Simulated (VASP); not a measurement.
Crystal: Ru.

```
Ru
1.0
     2.70580    0.00000    0.00000
    -1.35290    2.34329    0.00000
     0.00000    0.00000    4.28190
Ru
2
Direct
  0.66667 0.33333 0.75000
  0.33333 0.66667 0.25000
```

```yaml
Program: VASP 6.6.1
Task: relaxation of cell and atoms
Functional: optB88-vdW
Potentials_or_basis: VASP PAW PBE potentials, release 64 (Ru_pv)
Cutoff: 600 eV
k_mesh: 11 × 11 × 6
Occupations: fermi-dirac, width 0.05 eV
Spin: no spin polarisation
```

At the start: pressure 5.4 GPa; volume 13.57 Å³/atom.

Q: Where does the relaxation end?

A: Over 5 steps the energy falls by 3.8 meV/atom and the volume is 13.80 Å³/atom (+1.7 %); space group P6_3/mmc (No. 194, to 0.05 Å).

The path:
| step | energy change (eV) | largest force (eV/Å) | pressure (GPa) | volume (Å³) |
| --- | --- | --- | --- | --- |
| 1 | 0.0000 | 0.0000 | 5.39 | 27.15 |
| 2 | 0.0539 | 0.0000 | -13.55 | 28.98 |
| 3 | -0.0075 | 0.0000 | -0.10 | 27.61 |
| 4 | -0.0075 | 0.0000 | 0.01 | 27.60 |
| 5 | -0.0075 | 0.0000 | 0.00 | 27.60 |

Final structure:
```cif
data_structure
_symmetry_space_group_name_H-M 'P 1'
_symmetry_Int_Tables_number 1
_cell_length_a 2.7220
_cell_length_b 2.7220
_cell_length_c 4.3019
_cell_angle_alpha 90.000
_cell_angle_beta 90.000
_cell_angle_gamma 120.000
_cell_volume 27.60
loop_
_atom_site_label
_atom_site_type_symbol
_atom_site_fract_x
_atom_site_fract_y
_atom_site_fract_z
_atom_site_occupancy
Ru1 Ru 0.66667 0.33333 0.75000 1
Ru2 Ru 0.33333 0.66667 0.25000 1
```

Caveat: the PAW data sets were made with another functional, which shifts forces and pressure a little.
